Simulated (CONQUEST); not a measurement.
# ZrN (Fm-3m) in CONQUEST: reference runs

Aim: a first look at ZrN with PBEsol, on the cell as given.

Program: CONQUEST 1.3. These are calculated values, not measurements. Logs are shortened: lines on timing, memory, paths and dates and some standing lists are left out, and cuts for length are marked.

### Step 1. The structure

It takes space group Fm-3m (No. 225, cubic). The conventional cell has a = 4.600 Å, b = 4.600 Å, c = 4.600 Å, α = 90.00°, β = 90.00°, γ = 90.00°. Zr (site symmetry m-3m) is surrounded by 6 N at 2.30 Å. N (site symmetry m-3m) has 6 Zr at 2.30 Å as nearest neighbours.

### Step 2. Single point, PBEsol

File Conquest_input:

```
IO.Title ZrN
IO.Coordinates coords.dat
IO.FractionalAtomicCoords T
IO.Iprint 2
IO.Iprint_init 1
General.NumberOfSpecies 2
General.PseudopotentialType hamann
AtomMove.TypeOfRun static
AtomMove.FullStress T
Grid.GridCutoff 150
DM.SolutionMethod diagon
Diag.MPMesh T
Diag.GammaCentred T
Diag.MPMeshX 8
Diag.MPMeshY 8
Diag.MPMeshZ 6
Diag.kT 0.00183747
minE.SCTolerance 1e-6
SC.MaxIters 100
IO.AtomChargeOutput T
IO.DumpChargeDensity T
IO.DumpESPot T
%block ChemicalSpeciesLabel
1 91.220 Zr
2 14.010 N
%endblock
```

File coords.dat:

```
    6.1466955228     0.0000000000     0.0000000000
    0.0000000000     6.1466955228     0.0000000000
    0.0000000000     0.0000000000     8.6927401733
4
  0.0000000000   0.0000000000   0.5000000000 1 T T T
  0.5000000000   0.5000000000   0.0000000000 1 T T T
  0.0000000000   0.0000000000   0.0000000000 2 T T T
  0.5000000000   0.5000000000   0.5000000000 2 T T T
```

Potentials or basis: PseudoDojo NC PBEsol, DZP, grid cutoff 150 Ha.

The run is started by

```
$ OMP_NUM_THREADS=1 Conquest
```

The log of the run:

```text
Simulation cell dimensions:     6.1467 a0 x     6.1467 a0 x     8.6927 a0

      Atomic coordinates (a0)
         Atom         X         Y         Z  Species
            1    0.0000    0.0000    4.3464        1
            2    3.0733    3.0733    0.0000        1
            3    0.0000    0.0000    0.0000        2
            4    3.0733    3.0733    4.3464        2

         Monkhorst-Pack mesh:   8 x   8 x   6 gamma-centred
        This calculation includes non-local pseudopotentials,
         with a maximum core radius of      8.21534024

    Job title: ZrN
    Job to be run: static calculation

[... 5 lines left out ...]
      Using Fermi-Dirac smearing

    Integration grid size:     36 x   36 x   48

    Integration grid spacing:  0.171 a0 x 0.171 a0 x 0.181 a0

    Number of species:  2
    --------------------------------------------------------
    |   #  mass (au)  Charge (e)  SF Rad (a0)  NSF  Label  |
    --------------------------------------------------------
    |   1     91.220      12.000        8.512   19  Zr     |
    |   2     14.010       5.000        5.795   13  N      |
    --------------------------------------------------------
          SCF tolerance:                 0.00000100
          SCF iterations:               100

    LibXC version:  6. 2. 2
    Using the GGA functional Perdew, Burke & Ernzerhof SOL
    Using the GGA functional Perdew, Burke & Ernzerhof SOL

           radial cut-off to be used is taken to be max PAO cut-off radius for this species:    8.215340

           greatest ang. mom. for making density from PAOs:  2

           radial cut-off to be used is taken to be max PAO cut-off radius for this species:    5.483972

           greatest ang. mom. for making density from PAOs:  2
    Minimum blocs/proc is      972. Maximum blocs/proc is      972
    set_atom_dens: In set_atomic_density, electrons :      34.000000000000
 matrix_size & matrix_size_padH =           64          64

    Screened ion int: energy:     -87.585064633820 Ha

    new_SC_potl: Starting.  Tolerance:  0.10000E-05

    PulayMixSC: Starting Pulay mixing, A_up =  0.500 A_dn =  0.500
    PulayMixSC: Spin non-polarised calculation.
          Harris-Foulkes Energy            :      -122.234623137037147 Ha
          GroundState Energy (E-(1/2)TS)   :      -122.234847052004483 Ha
          Free Energy (E-TS)               :      -122.235070966971819 Ha
          DFT Total Energy                 :      -121.817622830576909 Ha
          Total number of electrons        :        34.000000000001819
    PulayMixSC: Pulay iteration     1 residual:              0.78570E-02
          Harris-Foulkes Energy            :      -122.187604996384380 Ha
          GroundState Energy (E-(1/2)TS)   :      -122.187880749047579 Ha
          Free Energy (E-TS)               :      -122.188156501710779 Ha
          DFT Total Energy                 :      -121.883717825503794 Ha
          Total number of electrons        :        33.999999450624081
    PulayMixSC: Pulay iteration     2 residual:              0.77482E-02
          Harris-Foulkes Energy            :      -122.111050118315987 Ha
          GroundState Energy (E-(1/2)TS)   :      -122.111327592719562 Ha
          Free Energy (E-TS)               :      -122.111605067123136 Ha
          DFT Total Energy                 :      -122.110116218060824 Ha
          Total number of electrons        :        33.999999341057041
    PulayMixSC: Pulay iteration     3 residual:              0.98110E-03
          Harris-Foulkes Energy            :      -122.111728861262819 Ha
          GroundState Energy (E-(1/2)TS)   :      -122.112045459110192 Ha
          Free Energy (E-TS)               :      -122.112362056957565 Ha
          DFT Total Energy                 :      -122.106693259829740 Ha
          Total number of electrons        :        33.999999495596448
    PulayMixSC: Pulay iteration     4 residual:              0.80951E-03
          Harris-Foulkes Energy            :      -122.110256560018371 Ha
          GroundState Energy (E-(1/2)TS)   :      -122.110542495266827 Ha
          Free Energy (E-TS)               :      -122.110828430515284 Ha
          DFT Total Energy                 :      -122.110244153426876 Ha
          Total number of electrons        :        33.999999305886611
    PulayMixSC: Pulay iteration     5 residual:              0.45272E-04
          Harris-Foulkes Energy            :      -122.110252276914821 Ha
          GroundState Energy (E-(1/2)TS)   :      -122.110537461732520 Ha
          Free Energy (E-TS)               :      -122.110822646550233 Ha
          DFT Total Energy                 :      -122.110249695924594 Ha
          Total number of electrons        :        34.000000248749480
    PulayMixSC: Pulay iteration     6 residual:              0.18718E-04
          Harris-Foulkes Energy            :      -122.110252053116199 Ha
          GroundState Energy (E-(1/2)TS)   :      -122.110536696617075 Ha
          Free Energy (E-TS)               :      -122.110821340117965 Ha
          DFT Total Energy                 :      -122.110251987984896 Ha
          Total number of electrons        :        34.000000719083424
    PulayMixSC: Pulay iteration     7 residual:              0.34055E-05
          Harris-Foulkes Energy            :      -122.110252716612933 Ha
          GroundState Energy (E-(1/2)TS)   :      -122.110537240314002 Ha
          Free Energy (E-TS)               :      -122.110821764015085 Ha
          DFT Total Energy                 :      -122.110252716573555 Ha
          Total number of electrons        :        33.999999240926684
    PulayMixSC: Pulay iteration     8 residual:              0.85901E-07
    PulayMixSC: Reached SCF tolerance of  0.85901E-07 after      8 iterations
      | Number of electrons      =        33.999999
      |* band energy as 2Tr[K.H] =       -32.105499006504552 Ha
      |  screened ion-ion energy =       -87.585064633820352 Ha
      |  Ha correction           =         0.171548066181717 Ha
      |  XC correction           =        -2.591239794403940 Ha
      | GS Energy as E-(1/2)TS   =      -122.110537240314002 Ha
      | Free Energy as E-TS      =      -122.110821764015085 Ha
      |* Harris-Foulkes energy   =      -122.110252716612933 Ha
      |* DFT total energy        =      -122.110252716573555 Ha
      |  estimated accuracy      =        -0.000000000039378 Ha

    force: Forces on atoms (Ha/a0)
    force:  Atom   X              Y              Z
    force:     1   0.0000000000   0.0000000000   0.0000000000
    force:     2  -0.0000000000  -0.0000000000   0.0000000000
    force:     3   0.0000000000   0.0000000000   0.0000000000
    force:     4   0.0000000000   0.0000000000  -0.0000000000

    force: Maximum force :        0.00000000(Ha/a0) on atom         2 in z direction
    force: Force Residual:        0.00000000 Ha/a0
    force: Total stress:          6.36746463     0.00000000     0.00000000 GPa
                             0.00000000     6.36746463     0.00000000
                             0.00000000     0.00000000     5.46936583
    force: Average pressure:     -6.06809836 GPa

    force: Finished force
    get_E_and_F: Change in energy during last step of electronic optimisation: -0.66350E-06

    BIBLIOGRAPHY: Please consider citing the following references in the conquest.bib file

    CONQUEST:         Bowler2002pt, Miyazaki2004, Nakata2020
    Basis:            Bowler2019
    DM:               Bowler:2006xr
    Pseudopotentials: Hamann2013, Bowler2019
    XC references from LibXC:
```

Wall time 4.8 min (1 thread of Intel Xeon Platinum 8259CL at 2.50GHz (Skylake/Cascade Lake), shared host); peak memory 0.91 GiB.

What came out:

| Item | Value |
| --- | --- |
| Free energy | -3322.8047 eV |
| Pressure | -6.1 GPa |
| Band gap on the k mesh | none (metal or under the smearing width) |
| Mulliken charges | Zr +1.17; N -1.17 e |

Caveat: Mulliken charges move with the basis; the box holds several primitive cells, so bands are folded and the points are those of the box's own zone; the basis of atomic orbitals isn't converged, which shifts pressures, moduli and gaps; the real-space grid breaks the cell's symmetry a little.
